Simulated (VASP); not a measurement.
Wanted: the native input for a VASP 6.6.1 run.

```
Task                   : single point
Functional             : PBE
Potentials or basis    : VASP PAW PBE potentials, release 64 (Be, Te)
Cutoff                 : 520 eV
k mesh                 : 6 × 6 × 6
Occupations            : gaussian, width 0.05 eV
Spin                   : no spin polarisation
Further INCAR settings : ALGO = Fast; EDIFF = 1e-05
```

The structure of BeTe lies in POSCAR:

```
BeTe
1.0
    0.0000000000      2.7699999800      2.7699999800
    2.7699999800      0.0000000000      2.7699999800
    2.7699999800      2.7699999800      0.0000000000
Be Te
1 1
Direct
    0.0000000000      0.0000000000      0.0000000000
    0.7500000000      0.7500000000      0.7500000000
```

One way to write it, as run:

INCAR

```
SYSTEM = BeTe
PREC = Accurate ; ENCUT = 520
EDIFF = 1E-5 ; ISMEAR = 0
SIGMA = 0.05 ; LREAL = .False.
LASPH = .True. ; NELM = 100
ALGO = Fast ; ISIF = 2
LWAVE = .False. ; LCHARG = .False.
GGA = PE
```

KPOINTS

```
Automatic mesh
0
Gamma
  6 6 6
  0 0 0
```

Potentials or basis: VASP PAW PBE potentials, release 64 (Be, Te).

Launch:

```console
$ cat potpaw_PBE.64/Be/POTCAR potpaw_PBE.64/Te/POTCAR > POTCAR
$ mpirun -np 1 vasp_std > vasp.out
```

It gave:

```yaml
Pressure: 4.5 GPa
Band_gap_on_the_k_mesh: 1.85 eV, indirect (least direct gap 3.56 eV)
```

Caveat: spin-orbit coupling is left out, which moves the levels of the heavy elements.

Wall time 6.3 s on 1 thread of Intel(R) Xeon(R) Platinum 8488C (Sapphire Rapids), on a shared host, peak memory 0.16 GiB.
